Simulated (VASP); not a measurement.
# Ni (Fm-3m) in VASP: notebook, part 2 of 2

VASP 6.6.1.

### 3 Relaxation of cell and atoms, BEEF-vdW, collinear spin, ferromagnetic start

INCAR reads:

```
ALGO = Normal
EDIFF = 1E-6
EDIFFG = -0.02
ENCUT = 600
GGA = BF
IBRION = 2
ISIF = 3
ISMEAR = -1
ISPIN = 2
LASPH = T
LCHARG = F
LMAXMIX = 4
LORBIT = 11
LREAL = F
LUSE_VDW = T
LWAVE = F
MAGMOM = 1
NELM = 150
NSW = 60
PREC = Accurate
SIGMA = 0.05
ZAB_VDW = -1.8867
```

KPOINTS reads:

```
k-points
0
Gamma
  13 13 13
```

POSCAR reads:

```
Ni
1.0
    0.0000000000      1.7375729330      1.7375729330
    1.7375729330      0.0000000000      1.7375729330
    1.7375729330      1.7375729330      0.0000000000
Ni
1
Direct
    0.0000000000      0.0000000000      0.0000000000
```

Potentials or basis: VASP PAW PBE potentials, release 64 (Ni).

Run with:

```sh
$ cat potpaw_PBE.64/Ni/POTCAR > POTCAR
$ mpirun -np 1 vasp_std > vasp.out
```

OUTCAR:

```text
EDIFF = 1E-6
   EDIFFG = -0.02
   ENCUT = 600
   GGA = BF
   IBRION = 2
   ISIF = 3
   ISMEAR = -1
   ISPIN = 2
   LASPH = T
   LORBIT = 11
   LREAL = F
   NELM = 150
   NSW = 60
   PREC = Accurate

 ion  position               nearest neighbor table
   1  0.000  0.000  0.000-

  LATTYP: Found a face centered cubic cell.
 ALAT       =     3.4751458660

  Lattice vectors:

 A1 = (   0.0000000000,   1.7375729330,   1.7375729330)
 A2 = (   1.7375729330,   0.0000000000,   1.7375729330)
 A3 = (   1.7375729330,   1.7375729330,   0.0000000000)

Analysis of symmetry for initial positions (statically):
=====================================================================
 Subroutine PRICEL returns:
 Original cell was already a primitive cell.

 Routine SETGRP: Setting up the symmetry group for a
 face centered cubic supercell.

 Subroutine GETGRP returns: Found 48 space group operations
 (whereof 48 operations were pure point group operations)
 out of a pool of 48 trial point group operations.

The static configuration has the point symmetry O_h .

Analysis of symmetry for dynamics (positions and initial velocities):
=====================================================================
 Subroutine PRICEL returns:
 Original cell was already a primitive cell.

 Routine SETGRP: Setting up the symmetry group for a
 face centered cubic supercell.

 Subroutine GETGRP returns: Found 48 space group operations
 (whereof 48 operations were pure point group operations)
 out of a pool of 48 trial point group operations.

The dynamic configuration has the point symmetry O_h .

[... 236 lines left out ...]

 number of electron      10.0000010 magnetization       0.6227460

 Free energy of the ion-electron system (eV)
  ---------------------------------------------------
  ext. energy  EPLUGINS =         0.00000000
  ---------------------------------------------------
  free energy    TOTEN  =        -2.54254925 eV

  energy without entropy =       -2.52920126  energy(sigma->0) =       -2.53587526

 E-fermi :   8.8689     XC(G=0): -13.3611

 val. band max:        8.8684389734   @ k =  -0.4615   0.4615   0.0000
 cond. band min:       8.8804527430   @ k =  -0.3846   0.0769   0.0000
 fundamental gap:      0.0120137696
 Fermi energy:         8.8688931922

 spin component 1

 k-point     1 :       0.0000    0.0000    0.0000
  band No.  band energies     occupation
      1       0.1190      1.00000
      2       6.4613      1.00000
      3       6.4613      1.00000
      4       6.4613      1.00000
      5       7.5875      1.00000
      6       7.5875      1.00000
      7      32.6149      0.00000
      8      36.3554      0.00000
      9      36.3555      0.00000
     10      36.3555      0.00000
[... 287 lines left out ...]
 k-point    24 :       0.4615    0.1538    0.0000
  band No.  band energies     occupation
      1       4.5202      1.00000
      2       6.1210      1.00000
      3       6.5169      1.00000
      4       6.8560      1.00000
      5       8.2399      1.00000
      6       9.7145      0.00000
      7      16.7330      0.00000
      8      27.6315      0.00000
      9      29.2667      0.00000
     10      31.3901      0.00000

 [... further k-points ...]

 spin component 2

 k-point     1 :       0.0000    0.0000    0.0000
  band No.  band energies     occupation
      1       0.0417      1.00000
      2       7.2541      1.00000
      3       7.2541      1.00000
      4       7.2541      1.00000
      5       8.1873      1.00000
      6       8.1873      1.00000
      7      32.3842      0.00000
      8      36.2874      0.00000
      9      36.2875      0.00000
     10      36.2875      0.00000
[... 331 lines left out ...]
  energy  without entropy=       -2.5292012633  energy(sigma->0) =       -2.53587526

Total vdW correction in eV:      1.6875532

 reached required accuracy - stopping structural energy minimisation

 total charge

# of ion       s       p       d       tot
------------------------------------------
    1        0.484   0.469   8.333   9.286

 magnetization (x)

# of ion       s       p       d       tot
------------------------------------------
    1       -0.006  -0.026   0.673   0.640
```

CONTCAR:

```text
Ni
   1.00000000000000
     0.0000000000000000    1.7676530455121895    1.7676530455121895
     1.7676530455121895    0.0000000000000000    1.7676530455121895
     1.7676530455121895    1.7676530455121895   -0.0000000000000000
  Ni
     1
Direct
     0.0000000000000000    0.0000000000000000    0.0000000000000000

  0.00000000E+00  0.00000000E+00  0.00000000E+00
```

It took 82 s on 1 thread of Intel Xeon Platinum 8259CL at 2.50GHz (Skylake/Cascade Lake), shared host; peak memory 0.25 GiB.

Results:

```
Free energy                                           : -2.5425 eV
Relaxed volume                                        : 11.05 Å³/atom
Relaxed cell                                          : a = 2.500 Å, b = 2.500 Å, c = 2.500 Å, α = 60.00°, β = 60.00°, γ = 60.00°
Space group after relaxing (to 0.05 Å)                : Fm-3m (No. 225)
Energy gained by relaxing                             : 17.6 meV/atom
Ionic steps                                           : 3
Pressure after relaxing                               : 0.0 GPa
Band gap on the k mesh                                : none (metal or under the smearing width)
Net moment                                            : 0.62 μB per cell
Site moments                                          : Ni +0.64 μB
Valence electrons inside the program's atomic spheres : Ni 9.29
```

Step by step:
| step | energy change (eV) | largest force (eV/Å) | pressure (GPa) | volume (Å³) |
| --- | --- | --- | --- | --- |
| 1 | 0.0000 | 0.0000 | 10.81 | 10.49 |
| 2 | -0.0028 | 0.0000 | -8.03 | 11.60 |
| 3 | -0.0176 | 0.0000 | -0.01 | 11.05 |

Final structure:
```
CELL_PARAMETERS angstrom
0.00000 1.76765 1.76765
1.76765 0.00000 1.76765
1.76765 1.76765 0.00000
ATOMIC_POSITIONS crystal
Ni 0.00000 0.00000 0.00000
```

Caveat: the PAW data sets were made with another functional, which shifts forces and pressure a little.

### 4 Single point, LDA+U

This run uses another cell than the first one: it holds 2 atoms, not 1.

INCAR reads:

```
SYSTEM = Ni
PREC = Accurate ; ENCUT = 520
EDIFF = 1E-7 ; ISMEAR = -1
SIGMA = 0.05 ; LREAL = .False.
LASPH = .True. ; NELM = 100
ALGO = Normal ; ISIF = 2
LWAVE = .False. ; LCHARG = .True.
LMAXMIX = 4 ; LDAU = .True.
LDAUTYPE = 2 ; LDAUL = 2
LDAUU = 4 ; LDAUJ = 0
LDAUPRINT = 1 ; GGA = CA
LELF = .True. ; LVHAR = .True.
```

KPOINTS reads:

```
Automatic mesh
0
Gamma
  10 10 10
  0 0 0
```

POSCAR reads:

```
Ni
1.0
    0.0000000000      1.7375729330      1.7375729330
    1.7375729330      0.0000000000      1.7375729330
    3.4751458660      3.4751458660      0.0000000000
Ni
2
Direct
    0.0000000000      0.0000000000      0.0000000000
    0.0000000000      0.0000000000      0.5000000000
```

Potentials or basis: VASP PAW LDA potentials, release 64 (Ni).

Run with:

```sh
$ cat potpaw_LDA.64/Ni/POTCAR > POTCAR
$ mpirun -np 1 vasp_std > vasp.out
```

Run time: 15 s. Hardware: 1 thread of Intel Xeon 6975P-C (Granite Rapids), shared host; peak memory 0.14 GiB.

It converged, with:

```
Free energy            : -7.9507 eV
Pressure               : -22.4 GPa
Band gap on the k mesh : none (metal or under the smearing width)
```

Levels at points of the mesh, in eV from the Fermi level:
```csv
k point,band 6,band 7,band 8,band 9,band 10,band 11,band 12,band 13,band 14
"(0.00, 0.00, 0.00)",-1.99,-1.97,-1.04,-1.04,-0.08,-0.08,0.70,6.80,23.53
"(0.50, 0.00, 0.00)",-0.25,-0.07,-0.07,0.22,0.23,0.69,3.52,6.80,10.09
"(0.00, 0.00, 0.50)",-1.85,-1.85,-1.85,-0.84,-0.84,-0.84,-0.84,15.45,15.45
"(0.50, 0.00, 0.50)",-1.85,-1.24,-1.24,0.00,0.00,3.20,3.20,9.58,9.58
```

Eigenvalues of the final occupation matrices:
```tsv
site	spin	trace	eigenvalues
site 1 d	1	4.29	0.83 0.83 0.83 0.90 0.90
site 1 d	2	4.29	0.83 0.83 0.83 0.90 0.90
site 2 d	1	4.29	0.83 0.83 0.83 0.90 0.90
site 2 d	2	4.29	0.83 0.83 0.83 0.90 0.90
```

Caveat: the real-space grid breaks the cell's symmetry a little; the run has no spin polarisation, though such a crystal can be magnetic; U without spin polarisation on a metal has little footing; the U is typed as a test and isn't derived for this compound.

### 5 Single point, PBE, collinear spin, ferromagnetic start

INCAR reads:

```
  PREC = Accurate
  ENCUT = 520
  EDIFF = 1E-6
  ISMEAR = 0
  SIGMA = 0.011
  LREAL = False
  LASPH = True
  NELM = 150
  ALGO = Normal
  ISIF = 2
  LWAVE = False
  LCHARG = True
  ISPIN = 2
  MAGMOM = 1
  LORBIT = 11
  LMAXMIX = 4
  GGA = PE
  LELF = True
  LVHAR = True
  NBANDS = 15
```

KPOINTS reads:

```
Automatic mesh
0
Gamma
  13 13 13
```

POSCAR reads:

```
Ni
1.0
    0.0000000000      1.7375729330      1.7375729330
    1.7375729330      0.0000000000      1.7375729330
    1.7375729330      1.7375729330      0.0000000000
Ni
1
Direct
    0.0000000000      0.0000000000      0.0000000000
```

Potentials or basis: VASP PAW PBE potentials, release 64 (Ni).

Run with:

```sh
$ cat potpaw_PBE.64/Ni/POTCAR > POTCAR
$ mpirun -np 1 vasp_std > vasp.out
```

Run time: 35 s. Hardware: 1 thread of Intel Xeon Platinum 8559C (Emerald Rapids), shared host; peak memory 0.13 GiB.

The run converged. Its results:

- Free energy: -5.4644 eV
- Pressure: 7.8 GPa
- Band gap on the k mesh: none (metal or under the smearing width)
- Net moment: 0.62 μB per cell
- Site moments: Ni +0.63 μB
- Valence electrons inside the program's atomic spheres: Ni 9.38

Levels at points of the mesh, in eV from the Fermi level:
Spin up:
```csv
k point,band 2,band 3,band 4,band 5,band 6,band 7,band 8,band 9
"(0.00, 0.00, 0.00)",-2.55,-2.55,-2.55,-1.31,-1.31,24.00,28.16,28.16
```
Spin down:
| k point | band 3 | band 4 | band 5 | band 6 | band 7 | band 8 |
| --- | --- | --- | --- | --- | --- | --- |
| (0.00, 0.00, 0.00) | -1.80 | -1.80 | -0.74 | -0.74 | 23.86 | 28.13 |

### 6 Relaxation of cell and atoms, PBE, collinear spin, ferromagnetic start

INCAR reads:

```
SYSTEM = Ni
PREC     = Accurate       ! precision mode
ENCUT    = 600            ! plane-wave cutoff, eV
EDIFF    = 1E-6           ! SCF threshold, eV
ISMEAR   = -1             ! smearing method
SIGMA    = 0.05           ! smearing width, eV
LREAL    = .False.        ! projectors in reciprocal space
LASPH    = .True.         ! aspherical terms in the spheres
NELM     = 150            ! most SCF steps
ALGO     = Fast           ! electronic algorithm
ISIF     = 3              ! what is computed and relaxed
LWAVE    = .False.        ! write WAVECAR
LCHARG   = .False.        ! write CHGCAR
ISPIN    = 2              ! spin polarisation
MAGMOM   = 1              ! initial moments
LORBIT   = 11             ! projections on sites
LMAXMIX  = 4              ! l up to which the mixer works
GGA      = PE             ! functional
IBRION   = 2              ! ionic algorithm
NSW      = 60             ! ionic steps
EDIFFG   = -0.01          ! ionic threshold
```

KPOINTS reads:

```
regular mesh
0
Gamma
  13 13 13
  0 0 0
```

POSCAR is that of step 5.

Potentials or basis: VASP PAW PBE potentials, release 64 (Ni).

Run with:

```sh
$ cat potpaw_PBE.64/Ni/POTCAR > POTCAR
$ mpirun -np 1 vasp_std > vasp.out
```

OUTCAR:

```text
SYSTEM = Ni
   PREC = Accurate
   ENCUT = 600
   EDIFF = 1E-6
   ISMEAR = -1
   LREAL = .False.
   LASPH = .True.
   NELM = 150
   ISIF = 3
   ISPIN = 2
   LORBIT = 11
   GGA = PE
   IBRION = 2
   NSW = 60
   EDIFFG = -0.01

 ion  position               nearest neighbor table
   1  0.000  0.000  0.000-

  LATTYP: Found a face centered cubic cell.
 ALAT       =     3.4751458660

  Lattice vectors:

 A1 = (   0.0000000000,   1.7375729330,   1.7375729330)
 A2 = (   1.7375729330,   0.0000000000,   1.7375729330)
 A3 = (   1.7375729330,   1.7375729330,   0.0000000000)

Analysis of symmetry for initial positions (statically):
=====================================================================
 Subroutine PRICEL returns:
 Original cell was already a primitive cell.

 Routine SETGRP: Setting up the symmetry group for a
 face centered cubic supercell.

 Subroutine GETGRP returns: Found 48 space group operations
 (whereof 48 operations were pure point group operations)
 out of a pool of 48 trial point group operations.

The static configuration has the point symmetry O_h .

Analysis of symmetry for dynamics (positions and initial velocities):
=====================================================================
 Subroutine PRICEL returns:
 Original cell was already a primitive cell.

 Routine SETGRP: Setting up the symmetry group for a
 face centered cubic supercell.

 Subroutine GETGRP returns: Found 48 space group operations
 (whereof 48 operations were pure point group operations)
 out of a pool of 48 trial point group operations.

The dynamic configuration has the point symmetry O_h .

Analysis of structural, dynamic, and magnetic symmetry:
=====================================================================
 Subroutine PRICEL returns:
 Original cell was already a primitive cell.

 Routine SETGRP: Setting up the symmetry group for a
 face centered cubic supercell.

 Subroutine GETGRP returns: Found 48 space group operations
 (whereof 48 operations were pure point group operations)
 out of a pool of 48 trial point group operations.

The overall configuration has the point symmetry O_h .

 Subroutine INISYM returns: Found 48 space group operations
[... 141 lines left out ...]
  ---------------------------------------------------
  ext. energy  EPLUGINS =         0.00000000
  ---------------------------------------------------
  free energy    TOTEN  =        -5.47037378 eV

  energy without entropy =       -5.45766256  energy(sigma->0) =       -5.46401817

------------------------ aborting loop because EDIFF is reached ----------------------------------------

  FORCE on cell =-STRESS in cart. coord.  units (eV):
  Direction    XX          YY          ZZ          XY          YZ          ZX
  --------------------------------------------------------------------------------------
  -------------------------------------------------------------------------------------
  Total        0.5115396      0.5115396      0.5115396      0.0000000      0.0000000      0.0000000
  in kB       78.1143281     78.1143281     78.1143281      0.0000000      0.0000000      0.0000000
  external PRESSURE =      78.1143281 kB  Pullay stress =       0.0000000 kB
[... 57 lines left out ...]
--------------------------------------- Ionic step        3  -------------------------------------------

 number of electron      10.0000009 magnetization       0.6256953

 Free energy of the ion-electron system (eV)
  ---------------------------------------------------
  ext. energy  EPLUGINS =         0.00000000
  ---------------------------------------------------
  free energy    TOTEN  =        -5.47951638 eV

  energy without entropy =       -5.46617948  energy(sigma->0) =       -5.47284793

 E-fermi :   9.3785     XC(G=0): -13.2547

 val. band max:        9.3727078000   @ k =   0.3846   0.0769   0.0000
 cond. band min:       9.3826088379   @ k =   0.3846   0.3846   0.0000
 fundamental gap:      0.0099010379
 Fermi energy:         9.3784918331

 spin component 1

 k-point     1 :       0.0000    0.0000    0.0000
  band No.  band energies     occupation
      1       0.3634      1.00000
      2       6.9423      1.00000
      3       6.9423      1.00000
      4       6.9423      1.00000
      5       8.1200      1.00000
      6       8.1200      1.00000
      7      33.0936      0.00000
      8      36.9563      0.00000
      9      36.9563      0.00000
     10      36.9563      0.00000
[... 287 lines left out ...]
 k-point    24 :       0.4615    0.1538    0.0000
  band No.  band energies     occupation
      1       4.8841      1.00000
      2       6.5584      1.00000
      3       6.9679      1.00000
      4       7.3524      1.00000
      5       8.7988      0.99999
      6      10.2028      0.00000
      7      17.2595      0.00000
      8      28.1731      0.00000
      9      29.8326      0.00000
     10      31.9789      0.00000

 [... further k-points ...]

 spin component 2

 k-point     1 :       0.0000    0.0000    0.0000
  band No.  band energies     occupation
      1       0.3323      1.00000
      2       7.6938      1.00000
      3       7.6938      1.00000
      4       7.6938      1.00000
      5       8.7024      1.00000
      6       8.7024      1.00000
      7      32.9383      0.00000
      8      36.9394      0.00000
      9      36.9394      0.00000
     10      36.9394      0.00000
[... 327 lines left out ...]
  FREE ENERGIE OF THE ION-ELECTRON SYSTEM (eV)
  ---------------------------------------------------
  free  energy   TOTEN  =        -5.4795163777 eV

  energy  without entropy=       -5.4661794811  energy(sigma->0) =       -5.47284793

 reached required accuracy - stopping structural energy minimisation

 total charge

# of ion       s       p       d       tot
------------------------------------------
    1        0.497   0.497   8.315   9.310

 magnetization (x)

# of ion       s       p       d       tot
------------------------------------------
    1       -0.006  -0.024   0.667   0.637
```

Wall time 51 s (1 thread of Intel Xeon Platinum 8559C (Emerald Rapids), shared host); peak memory 0.14 GiB.

What came out:

```yaml
Free_energy: -5.4795 eV
Relaxed_volume: 10.88 Å³/atom
Relaxed_cell: a = 2.487 Å, b = 2.487 Å, c = 2.487 Å, α = 60.00°, β = 60.00°, γ = 60.00°
Space_group_after_relaxing_to_0.05_Å: Fm-3m (No. 225)
Energy_gained_by_relaxing: 9.1 meV/atom
Ionic_steps: 3
Pressure_after_relaxing: 0.0 GPa
Band_gap_on_the_k_mesh: none (metal or under the smearing width)
Net_moment: 0.63 μB per cell
Site_moments: Ni +0.64 μB
Valence_electrons_inside_the_program's_atomic_spheres: Ni 9.31
```

The path:
```
step  energy change (eV)  largest force (eV/Å)  pressure (GPa)  volume (Å³)
   1              0.0000                0.0000            7.81        10.49
   2             -0.0004                0.0000           -6.52        11.29
   3             -0.0091                0.0000           -0.03        10.88
```

Final structure:
```
Ni
1.0
     0.00000    1.75879    1.75879
     1.75879    0.00000    1.75879
     1.75879    1.75879    0.00000
Ni
1
Direct
  0.00000 0.00000 0.00000
```

### 7 The reference run

An earlier run on the cell as given: functional PBEsol; potentials or basis VASP PAW PBE potentials, release 64 (Ni); cutoff 520 eV; k mesh 13 × 13 × 13; occupations fermi-dirac, width 0.05 eV; collinear spin, ferromagnetic start; starting moments [1.0] μB.

- Pressure: -2.4 GPa
- Band gap on the k mesh: none (metal or under the smearing width)
- Net moment: 0.62 μB per cell
- Site moments: Ni +0.63 μB
- Valence electrons inside the program's atomic spheres: Ni 9.38

### 8 Summary

| task | level | potentials or basis | spin | U | cell | k mesh | cutoff (eV) | smearing | supercell matrix | ladder | gap on the mesh (eV) | pressure (GPa) | moment (μB) | relaxed volume (Å³/atom) |
| --- | --- | --- | --- | --- | --- | --- | --- | --- | --- | --- | --- | --- | --- | --- |
| relaxation of cell and atoms | vdW-DF | VASP PAW PBE potentials, release 64 (Ni) | collinear, ferromagnetic start | - | relaxed | 13 × 13 × 13 | 600 | fermi-dirac 0.05 eV | - | - | none | -0.1 | 0.62 | 11.38 |
| relaxation of cell and atoms | BEEF-vdW | VASP PAW PBE potentials, release 64 (Ni) | collinear, ferromagnetic start | - | relaxed | 13 × 13 × 13 | 600 | fermi-dirac 0.05 eV | - | - | none | 0.0 | 0.62 | 11.05 |
| single point | LDA+U | VASP PAW LDA potentials, release 64 (Ni) | off | Ni d U = 4 eV | as given | 10 × 10 × 10 | 520 | fermi-dirac 0.05 eV | [1, 0, 0, 0, 1, 0, 0, 0, 2] | - | none | -22.4 | - | - |
| single point | PBE | VASP PAW PBE potentials, release 64 (Ni) | collinear, ferromagnetic start | - | as given | 13 × 13 × 13 | 520 | gaussian 0.011 eV | - | - | none | 7.8 | 0.62 | - |
| relaxation of cell and atoms | PBE | VASP PAW PBE potentials, release 64 (Ni) | collinear, ferromagnetic start | - | relaxed | 13 × 13 × 13 | 600 | fermi-dirac 0.05 eV | - | - | none | 0.0 | 0.63 | 10.88 |
| single point | PBEsol | VASP PAW PBE potentials, release 64 (Ni) | collinear, ferromagnetic start | - | as given | 13 × 13 × 13 | 520 | fermi-dirac 0.05 eV | - | free | none | -2.4 | 0.62 | - |

Caveats: the PAW data sets were made with another functional, which shifts forces and pressure a little (some runs); the real-space grid breaks the cell's symmetry a little (some runs); U without spin polarisation on a metal has little footing (some runs); the U is typed as a test and isn't derived for this compound (some runs).

Total energies depend on the potentials used, so only differences within one code and one set of settings carry meaning.
